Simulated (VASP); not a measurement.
# Os (Fm-3m) in VASP: further runs

The runs below take Os through relaxation of cell and atoms, with r2SCAN, LAK.

Everything below comes from runs of VASP 6.6.1. Logs are shortened: lines on timing, memory, paths and dates and some standing lists are left out, and cuts for length are marked.

### Step 1. The crystal as given

Symmetry: Fm-3m, No. 225, cubic system. Conventional cell: a = 3.890 Å, b = 3.890 Å, c = 3.890 Å, α = 90.00°, β = 90.00°, γ = 90.00°. Around Os (site symmetry m-3m) lie 12 Os at 2.75 Å.

This isn't the form of Os at room conditions, which is hcp.

### Step 2. Relaxation of cell and atoms, r2SCAN

Input file INCAR:

```
SYSTEM = Os
  PREC = Accurate
  ENCUT = 600
  EDIFF = 1E-6
  ISMEAR = 1
  SIGMA = 0.1
  LREAL = .False.
  LASPH = .True.
  NELM = 100
  ALGO = Normal
  ISIF = 3
  LWAVE = .False.
  LCHARG = .False.
  METAGGA = R2SCAN
  LMIXTAU = .True.
  IBRION = 2
  NSW = 60
  EDIFFG = -0.02
```

Input file KPOINTS:

```
Automatic mesh
0
Gamma
  12 12 12
  0 0 0
```

Input file POSCAR:

```
Os
1.0
    0.0000000000      1.9450000000      1.9450000000
    1.9450000000      0.0000000000      1.9450000000
    1.9450000000      1.9450000000      0.0000000000
Os
1
Direct
    0.0000000000      0.0000000000      0.0000000000
```

Potentials or basis: VASP PAW PBE potentials, release 64 (Os).

Command:

```console
cat potpaw_PBE.64/Os/POTCAR > POTCAR
mpirun -np 1 vasp_std > vasp.out
```

OUTCAR:

```text
SYSTEM = Os
   PREC = Accurate
   ENCUT = 600
   EDIFF = 1E-6
   ISMEAR = 1
   LREAL = .False.
   LASPH = .True.
   NELM = 100
   ISIF = 3
   METAGGA = R2SCAN
   IBRION = 2
   NSW = 60
   EDIFFG = -0.02

 ion  position               nearest neighbor table
   1  0.000  0.000  0.000-

  LATTYP: Found a face centered cubic cell.
 ALAT       =     3.8900000000

  Lattice vectors:

 A1 = (   0.0000000000,   1.9450000000,   1.9450000000)
 A2 = (   1.9450000000,   0.0000000000,   1.9450000000)
 A3 = (   1.9450000000,   1.9450000000,   0.0000000000)

Analysis of symmetry for initial positions (statically):
=====================================================================
 Subroutine PRICEL returns:
 Original cell was already a primitive cell.

 Routine SETGRP: Setting up the symmetry group for a
 face centered cubic supercell.

 Subroutine GETGRP returns: Found 48 space group operations
 (whereof 48 operations were pure point group operations)
 out of a pool of 48 trial point group operations.

The static configuration has the point symmetry O_h .

Analysis of symmetry for dynamics (positions and initial velocities):
=====================================================================
 Subroutine PRICEL returns:
 Original cell was already a primitive cell.

 Routine SETGRP: Setting up the symmetry group for a
 face centered cubic supercell.

 Subroutine GETGRP returns: Found 48 space group operations
 (whereof 48 operations were pure point group operations)
 out of a pool of 48 trial point group operations.

The dynamic configuration has the point symmetry O_h .

 Subroutine INISYM returns: Found 48 space group operations
 (whereof 48 operations are pure point group operations),
 and found     1 'primitive' translations

----------------------------------------------------------------------------------------

                                     Primitive cell

  volume of cell :      14.7160

  direct lattice vectors                    reciprocal lattice vectors
     0.000000000  1.945000000  1.945000000    -0.257069409  0.257069409  0.257069409
     1.945000000  0.000000000  1.945000000     0.257069409 -0.257069409  0.257069409
     1.945000000  1.945000000  0.000000000     0.257069409  0.257069409 -0.257069409

  length of vectors
     2.750645379  2.750645379  2.750645379     0.445257277  0.445257277  0.445257277

  position of ions in fractional coordinates (direct lattice)
     0.000000000  0.000000000  0.000000000

  ion indices of the primitive-cell ions
   primitive index   ion index
                 1           1

----------------------------------------------------------------------------------------

 KPOINTS: Automatic mesh

Automatic generation of k-mesh.
 Grid dimensions read from file:
 generate k-points for:   12   12   12

 Generating k-lattice:

  Cartesian coordinates                     Fractional coordinates (reciprocal lattice)
    -0.021422451  0.021422451  0.021422451     0.083333333  0.000000000  0.000000000
     0.021422451 -0.021422451  0.021422451     0.000000000  0.083333333  0.000000000
     0.021422451  0.021422451 -0.021422451     0.000000000  0.000000000  0.083333333

  Length of vectors
     0.037104773  0.037104773  0.037104773

  Shift w.r.t. Gamma in fractional coordinates (k-lattice)
     0.000000000  0.000000000  0.000000000

 Subroutine IBZKPT returns following result:
 ===========================================

 Found     72 irreducible k-points:

 Following reciprocal coordinates:
            Coordinates               Weight
  0.000000  0.000000  0.000000      1.000000
  0.083333  0.000000  0.000000      8.000000
  0.166667  0.000000  0.000000      8.000000
  0.250000  0.000000  0.000000      8.000000
  0.333333  0.000000  0.000000      8.000000
  0.416667  0.000000  0.000000      8.000000
[... 16 lines left out ...]
  0.500000  0.166667  0.000000     24.000000
 -0.416667  0.166667  0.000000     24.000000
 [... further k-points ...]
   k-points           NKPTS =     72   k-points in BZ     NKDIM =     72   number of bands    NBANDS=      8
   number of dos      NEDOS =    301   number of ions     NIONS =      1
   total plane-waves  NPLWV =  13824
   dimension x,y,z NGX =    24 NGY =   24 NGZ =   24
   dimension x,y,z NGXF=    48 NGYF=   48 NGZF=   48
   ions per type =               1
   NGX,Y,Z   is equivalent  to a cutoff of  14.51, 14.51, 14.51 a.u.
   NGXF,Y,Z  is equivalent  to a cutoff of  29.01, 29.01, 29.01 a.u.
 SYSTEM =  Os
   PREC   = accura    normal or accurate (medium, high low for compatibility)
   ISTART =      0    job   : 0-new  1-cont  2-samecut
   ICHARG =      2    charge: 1-file 2-atom 10-const
   ISPIN  =      1    spin polarized calculation?
   LNONCOLLINEAR =      F non collinear calculations
   LSORBIT =      F    spin-orbit coupling
   LASPH  =      T    aspherical Exc in radial PAW
   ENCUT  =  600.0 eV  44.10 Ry    6.64 a.u.   5.49  5.49  5.49*2*pi/ulx,y,z
   NELM   =    100;   NELMIN=  2; NELMDL= -5     # of ELM steps
   EDIFF  = 0.1E-05   stopping-criterion for ELM
   LREAL  =      F    real-space projection
   EDIFFG = -.2E-01   stopping-criterion for IOM
   NSW    =     60    number of steps for IOM
   IBRION =      2    ionic relax: 0-MD 1-quasi-New 2-CG
   NFREE  =      1    steps in history (QN), initial steepest desc. (CG)
   ISIF   =      3    stress and relaxation
   ISYM   =      2    0-nonsym 1-usesym 2-fastsym
   POTIM  = 0.5000    time-step for ionic-motion
   TEBEG  =    0.0;   TEEND  =   0.0 temperature during run
   PSTRESS=    0.0 pullay stress
   NELECT =       8.0000    total number of electrons
   NUPDOWN=      -1.0000    fix difference up-down
   EMIN   =  10.00;   EMAX   =-10.00  energy-range for DOS
   EFERMI =   0.00;   METHOD = LEGACY
   ISMEAR =     1;   SIGMA  =   0.10  broadening in eV -4-tet -1-fermi 0-gaus
   EFERMI_NEDOS =   21; number of points for ismear=-14 and -15
   IALGO  =     38    algorithm
   IMIX   =      4    mixing-type and parameters
     AMIX     =   0.40;   BMIX     =  1.00
     AMIX_MAG =   1.60;   BMIX_MAG =  1.00
  volume/ion in A,a.u.               =      14.72        99.31
  Fermi-wavevector in a.u.,A,eV,Ry     =   1.336109  2.524880 24.288947  1.785187
  Thomas-Fermi vector in A             =   2.464761
   LORBIT       =      0    0 simple, 1 ext, 2 COOP (PROOUT), +10 PAW based schemes
   METAGGA = R2SCAN    functional components
   LHFCALC =     F    Hartree Fock is set to
   AEXX    =    0.0000 exact exchange contribution
   IVDW    =     0    specifies the selected vdW correction
   LEPSILON=     F    determine dielectric tensor
   LRPA    =     F    only Hartree local field effects (RPA)
 conjugate gradient relaxation of ions
 non-spin polarized calculation
 Methfessel and Paxton  Order N= 1 SIGMA  =   0.10
  energy-cutoff  :      600.00
  volume of cell :       14.72
 maximum number of plane-waves:       531
 NGX is ok and might be reduce to    24
   NGX = 11   NGY = 11   NGZ = 11

--------------------------------------- Ionic step        1  -------------------------------------------

 number of electron       8.0000000 magnetization

 Free energy of the ion-electron system (eV)
  ---------------------------------------------------
  ext. energy  EPLUGINS =         0.00000000
  ---------------------------------------------------
  free energy    TOTEN  =       -52.83874598 eV

  energy without entropy =      -52.83834235  energy(sigma->0) =      -52.83861144

------------------------ aborting loop because EDIFF is reached ----------------------------------------

  FORCE on cell =-STRESS in cart. coord.  units (eV):
  Direction    XX          YY          ZZ          XY          YZ          ZX
  --------------------------------------------------------------------------------------
  -------------------------------------------------------------------------------------
  Total       -1.5338365     -1.5338365     -1.5338365      0.0000000      0.0000000     -0.0000000
  in kB     -166.9939848   -166.9939848   -166.9939848      0.0000000      0.0000000     -0.0000000
  external PRESSURE =    -166.9939848 kB  Pullay stress =       0.0000000 kB
[... 20 lines left out ...]
  energy  without entropy=      -52.8383423536  energy(sigma->0) =      -52.83861144

--------------------------------------- Ionic step        2  -------------------------------------------

 number of electron       8.0000000 magnetization

 E-fermi :  12.1630     XC(G=0): -16.5967

 val. band max:       12.0808989893   @ k =  -0.3333   0.4167   0.0833
 cond. band min:      12.1782918809   @ k =  -0.4167   0.3333   0.0000
 fundamental gap:      0.0973928916
 Fermi energy:        12.1629917626

 k-point     1 :       0.0000    0.0000    0.0000
  band No.  band energies     occupation
      1      -0.9043      2.00000
      2       8.0316      2.00000
      3       8.0316      2.00000
      4       8.0316      2.00000
      5      12.1980      0.44544
      6      12.1980      0.44544
      7      26.7655      0.00000
      8      34.1293      0.00000
[... 355 lines left out ...]
  energy  without entropy=      -52.8723730063  energy(sigma->0) =      -52.87263100

--------------------------------------- Ionic step        5  -------------------------------------------

 number of electron       8.0000000 magnetization

 Free energy of the ion-electron system (eV)
  ---------------------------------------------------
  ext. energy  EPLUGINS =         0.00000000
  ---------------------------------------------------
  free energy    TOTEN  =       -52.87277847 eV

  energy without entropy =      -52.87239275  energy(sigma->0) =      -52.87264990

 E-fermi :   9.1018     XC(G=0): -15.3371

 val. band max:        9.0637570330   @ k =   0.0000   0.0000   0.0000
 cond. band min:       9.1227254294   @ k =  -0.4167   0.3333   0.0000
 fundamental gap:      0.0589683964
 Fermi energy:         9.1018354000

 k-point     1 :       0.0000    0.0000    0.0000
  band No.  band energies     occupation
      1      -2.2146      2.00000
      2       5.9489      2.00000
      3       5.9489      2.00000
      4       5.9489      2.00000
      5       9.0638      1.59561
      6       9.0638      1.59561
      7      23.9631      0.00000
      8      30.0890      0.00000
[... 281 lines left out ...]
  FREE ENERGIE OF THE ION-ELECTRON SYSTEM (eV)
  ---------------------------------------------------
  free  energy   TOTEN  =       -52.8727784701 eV

  energy  without entropy=      -52.8723927512  energy(sigma->0) =      -52.87264990

 reached required accuracy - stopping structural energy minimisation
```

Run time: 90 s. Hardware: 1 thread of Intel Xeon Platinum 8488C (Sapphire Rapids), shared host; peak memory 0.16 GiB.

Results:

```yaml
Free_energy: -52.8728 eV
Relaxed_volume: 14.09 Å³/atom
Relaxed_cell: a = 2.711 Å, b = 2.711 Å, c = 2.711 Å, α = 60.00°, β = 60.00°, γ = 60.00°
Space_group_after_relaxing_to_0.05_Å: Fm-3m (No. 225)
Energy_gained_by_relaxing: 34.0 meV/atom
Ionic_steps: 5
Pressure_after_relaxing: 0.0 GPa
Band_gap_on_the_k_mesh: none (metal or under the smearing width)
```

Step by step:
| step | energy change (eV) | largest force (eV/Å) | pressure (GPa) | volume (Å³) |
| --- | --- | --- | --- | --- |
| 1 | 0.0000 | 0.0000 | -16.70 | 14.72 |
| 2 | 0.7525 | 0.0000 | 125.45 | 11.68 |
| 3 | -0.0338 | 0.0000 | -1.54 | 14.14 |
| 4 | -0.0340 | 0.0000 | -0.35 | 14.10 |
| 5 | -0.0340 | 0.0000 | -0.02 | 14.09 |

Final structure:
```
Os
1.0
     0.00000    1.91712    1.91712
     1.91712    0.00000    1.91712
     1.91712    1.91712    0.00000
Os
1
Direct
  0.00000 0.00000 0.00000
```

Caveat: the PAW data sets were made with another functional, which shifts forces and pressure a little. Spin-orbit coupling is left out, which matters for the levels of Os.

(Continued in part 2 of 2.)
